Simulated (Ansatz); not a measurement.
Take a crystal in which Ag has been replaced by Nb on all its sites, with the cell rescaled by a rough guess (in some cases also distorted within its space group) and nothing relaxed:

```yaml
crystal:
  lattice:
    - [-1.76920, 1.76920, 1.76920]
    - [1.76920, -1.76920, 1.76920]
    - [1.76920, 1.76920, -1.76920]
  atoms:
    - { symbol: Nb, position: [0.00000, 0.00000, 0.00000] }
```

All numbers below come from DFT PBE, scalar-relativistic, plane waves, PAW (Ansatz 0.2.0).

Cutoff 420 eV; k points 16×16×16 on the computed 1-atom cell (Γ-centred); Gaussian smearing, width 0.10 eV; no spin polarisation.

Task: Will this cell want to expand or contract, and how hard?

Result: The pressure is -23.2 GPa (positive in compression), so the cell would contract.

Task: Is it a metal on this mesh?

Result: Yes, a band crosses the Fermi level.